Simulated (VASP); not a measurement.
Input of a VASP 6.6.1 run:

The input INCAR:

```
  PREC = Accurate
  ENCUT = 520
  EDIFF = 1E-7
  ISMEAR = -1
  SIGMA = 0.05
  LREAL = F
  LASPH = T
  NELM = 80
  ALGO = Normal
  ISIF = 2
  LWAVE = F
  LCHARG = F
  GGA = PS
  LEFG = T
```

KPOINTS

```
Automatic mesh
0
Gamma
  13 13 7
```

Contents of POSCAR:

```
Ti
1.0
    2.9500000000      0.0000000000      0.0000000000
   -1.4750000000      2.5547749412      0.0000000000
    0.0000000000      0.0000000000      4.6800000000
Ti
2
Direct
    0.3333333333      0.6666666667      0.2500000000
    0.6666666667      0.3333333333      0.7500000000
```

Potentials or basis: VASP PAW PBE potentials, release 64 (Ti_sv).

The run is started by

```sh
$ cat potpaw_PBE.64/Ti_sv/POTCAR > POTCAR
$ mpirun -np 1 vasp_std > vasp.out
```

Task: What does it give for the band gap on the k mesh?

Result: None (metal or under the smearing width).

Task: What does it give for the pressure?

Result: -5.9 GPa.

Stress tensor (GPa, compression positive):
```
-5.82  0.00  0.00
 0.00 -5.82  0.00
 0.00  0.00 -6.19
```

Caveat: the PAW data sets were made with another functional, which shifts forces and pressure a little.
